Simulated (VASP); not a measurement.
Runs of VASP 6.6.1 on BaTiO3. It takes space group Pm-3m (No. 221, cubic). Conventional cell: a = 3.983 Å, b = 3.983 Å, c = 3.983 Å, α = 90.00°, β = 90.00°, γ = 90.00°. Ba (site symmetry m-3m) has 12 O at 2.82 Å as nearest neighbours. Ti (site symmetry m-3m) has 6 O at 1.99 Å as nearest neighbours. Around O (site symmetry 4/mmm) lie 2 Ti at 1.99 Å. 

```csv
level,potentials or basis,k mesh,cutoff (eV),smearing,gap on the mesh (eV),pressure (GPa)
PBEsol,"VASP PAW PBE potentials, release 64 (Ba_sv, Ti_sv, O_h)",8 × 8 × 8,900,gaussian 0.02 eV,1.73,-0.3
r2SCAN,"VASP PAW PBE potentials, release 64 (Ba_sv, Ti_sv, O)",8 × 8 × 8,520,gaussian 0.02 eV,2.17,3.6
PBEsol,"VASP PAW PBE potentials, release 64 (Ba_sv, Ti_sv, O)",8 × 8 × 8,700,gaussian 0.02 eV,1.73,(a)
PBEsol,"VASP PAW PBE potentials, release 64 (Ba_sv, Ti_sv, O)",10 × 10 × 10,520,gaussian 0.02 eV,1.73,0.1
PBEsol,"VASP PAW PBE potentials, release 64 (Ba_sv, Ti_sv, O)",8 × 8 × 8,520,gaussian 0.5 eV,1.73,0.1
```

Alike in all rows: task single point; no spin polarisation; cell as given.

Q: Estimate the missing entries.

A: (a) 0.0.

Caveats: the PAW data sets were made with another functional, which shifts forces and pressure a little; spin-orbit coupling is left out, which moves the levels of the heavy elements; the cutoff is under 1.25 times the usual one of these potentials, so pressure, stress and relaxed cells hold a basis-set (Pulay) error (some runs).

A k mesh can miss the band edges, and the runs leave out spin-orbit coupling on Ba.
